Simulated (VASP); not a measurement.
# Rb: intraband terms of a metal's spectrum

Rb, R-3m (no. 166), 3 atoms in the cell. PBE, independent-particle dielectric function; PAW potentials Rb_sv (PBE set).

## Input

INCAR.step1:
```
PREC = Accurate
ENCUT = 260
ISMEAR = 1
SIGMA = 0.1
EDIFF = 1E-7
LASPH = True
KPAR = 4
LWAVE = False
LCHARG = True
LMAXMIX = 4
```

INCAR.step2:
```
PREC = Accurate
ENCUT = 260
ISMEAR = 0
SIGMA = 0.3
EDIFF = 1E-6
LASPH = True
KPAR = 4
LWAVE = True
LCHARG = False
LMAXMIX = 4
ICHARG = 11
NBANDS = 36
NEDOS = 3000
OMEGAMAX = 30
CSHIFT = 0.1
```

INCAR.step3, as INCAR.step2 but for:
```
- LWAVE = True
+ LWAVE = False
+ LOPTICS = True
+ ALGO = None
+ NELM = 1
+ ISTART = 1
```

INCAR.step4, as INCAR.step3 but for:
```
+ WPLASMAI = 0.03
```

INCAR.step5 to INCAR.step6 change the same tag again: WPLASMAI = 0.1, 0.3.

INCAR.step7, as INCAR.step6 but for:
```
- WPLASMAI = 0.3
+ RTIME = 1
```

INCAR.step8, as INCAR.step7 but for:
```
- RTIME = 1
+ RTIME = 20
```

INCAR.step9, as INCAR.step8 but for:
```
- RTIME = 20
+ LNABLA = True
```

INCAR.step10, as INCAR.step9 but for:
```
- ISMEAR = 0
- LNABLA = True
+ ISMEAR = -5
```

KPOINTS.step1:
```
k-points
0
Gamma
  6 6 6
```

KPOINTS.step2:
```
k-points
0
Gamma
  9 9 9
```

POSCAR:
```
Rb
1.0
    2.5376398721      1.4651070633     12.6889018100
   -2.5376398721      1.4651070633     12.6889018100
    0.0000000000     -2.9302141265     12.6889018100
Rb
3
Direct
    0.2223776100      0.2223776100      0.2223776100
    0.7776223900      0.7776223900      0.7776223900
    0.0000000000      0.0000000000      0.0000000000
```

Commands (each step's output is kept before the next begins):
```
cat potpaw_PBE.64/Rb_sv/POTCAR > POTCAR
cp INCAR.step1 INCAR
cp KPOINTS.step1 KPOINTS
mpirun -np 4 vasp_std > vasp.out
cp INCAR.step2 INCAR
cp KPOINTS.step2 KPOINTS
mpirun -np 4 vasp_std > vasp.out
cp INCAR.step3 INCAR
mpirun -np 4 vasp_std > vasp.out
cp INCAR.step4 INCAR
mpirun -np 4 vasp_std > vasp.out
cp INCAR.step5 INCAR
mpirun -np 4 vasp_std > vasp.out
cp INCAR.step6 INCAR
mpirun -np 4 vasp_std > vasp.out
cp INCAR.step7 INCAR
mpirun -np 4 vasp_std > vasp.out
cp INCAR.step8 INCAR
mpirun -np 4 vasp_std > vasp.out
cp INCAR.step9 INCAR
mpirun -np 4 vasp_std > vasp.out
cp INCAR.step10 INCAR
mpirun -np 4 vasp_std > vasp.out
```

## Result

- Bands: 36

One ground state, settings moved in the last step alone:

| Settings | Plasma frequency (eV) | Im ε at 0.5 eV | Im ε at 1 eV | Im ε at 2 eV | Im ε at 4 eV | Time (s) |
|---|---|---|---|---|---|---|
| interband part alone | 3.49 | 5.3 | 1.2 | 0.4 | 0.1 | 37 |
| Drude term, WPLASMAI 0.03 | 3.49 | 8.2 | 1.6 | 0.5 | 0.1 | 29 |
| Drude term, WPLASMAI 0.1 | 3.49 | 14.7 | 2.4 | 0.6 | 0.1 | 33 |
| Drude term, WPLASMAI 0.3 | 3.49 | 26.8 | 4.6 | 0.9 | 0.2 | 38 |
| relaxation time RTIME 1 fs | 3.49 | 28.8 | 6.8 | 1.3 | 0.2 | 34 |
| relaxation time RTIME 20 fs | 3.49 | 8.5 | 1.6 | 0.5 | 0.1 | 34 |
| transversal form (LNABLA) | 3.50 | 5.3 | 1.2 | 0.4 | 0.1 | 28 |
| tetrahedron method | – | – | – | – | – | no result |

VASP 6.6.1 took 691 s on 4 cores (AMD EPYC 7R43 (Zen 3)), a shared host.
